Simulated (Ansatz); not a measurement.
**Contact densities of MoS$_{2}$ against volume**

```
CELL_PARAMETERS angstrom
1.58150 0.91308 6.12333
-1.58150 0.91308 6.12333
0.00000 -1.82616 6.12333
ATOMIC_POSITIONS crystal
Mo 0.00000 0.00000 0.00000
S 0.74840 0.74840 0.74840
S 0.58490 0.58490 0.58490
```

Atom numbers follow the list: Mo1, S2, S3.

The geometry is COD entry 9007661, unchecked; take it as a test cell.

These are results of DFT, PBEsol, all-electron PAW with datasets made for the crystal, scalar-relativistic (Ansatz 0.2.0), not measurements.

Sampling and basis: a Γ-centred 13×13×13 k mesh, Fermi–Dirac smearing of 0.05 eV, cutoff 300 eV (chosen by the program for this cell), no spin polarisation.

The contact density is the mean electron density over the nuclear volume; its changes follow the s electrons' response to bonding and compression. Changes below are taken from the unscaled cell, where it is 594355 e/Å³ at Mo1, 19721.7 e/Å³ at S2, 19721.7 e/Å³ at S3.

Volumes at which the program chose other datasets or cutoffs are left out.

```json
{"V/V(cell)": "0.9600", "P (GPa)": "11.8", "Δρ(0) Mo1 (e/Å³)": "?", "Δρ(0) S2 (e/Å³)": "-0.29", "Δρ(0) S3 (e/Å³)": "-0.28"}
{"V/V(cell)": "0.9800", "P (GPa)": "7.8", "Δρ(0) Mo1 (e/Å³)": "0.70", "Δρ(0) S2 (e/Å³)": "-0.15", "Δρ(0) S3 (e/Å³)": "-0.14"}
{"V/V(cell)": "0.9900", "P (GPa)": "6.0", "Δρ(0) Mo1 (e/Å³)": "?", "Δρ(0) S2 (e/Å³)": "-0.07", "Δρ(0) S3 (e/Å³)": "-0.07"}
{"V/V(cell)": "1.0000", "P (GPa)": "4.3", "Δρ(0) Mo1 (e/Å³)": "0.00", "Δρ(0) S2 (e/Å³)": "0.00", "Δρ(0) S3 (e/Å³)": "0.00"}
{"V/V(cell)": "1.0100", "P (GPa)": "2.6", "Δρ(0) Mo1 (e/Å³)": "?", "Δρ(0) S2 (e/Å³)": "0.07", "Δρ(0) S3 (e/Å³)": "0.07"}
{"V/V(cell)": "1.0200", "P (GPa)": "1.0", "Δρ(0) Mo1 (e/Å³)": "-0.79", "Δρ(0) S2 (e/Å³)": "0.15", "Δρ(0) S3 (e/Å³)": "0.14"}
```

Task: Give the missing entry: row "0.9900", column "Δρ(0) Mo1 (e/Å³)".

Result: 0.41.

Task: Fill in "Δρ(0) Mo1 (e/Å³)" for the row "0.9600".

Result: 1.62.

Task: Give the missing entry: row "1.0100", column "Δρ(0) Mo1 (e/Å³)".

Result: -0.40.

The datasets are made afresh for each cell, so very small changes are uncertain.
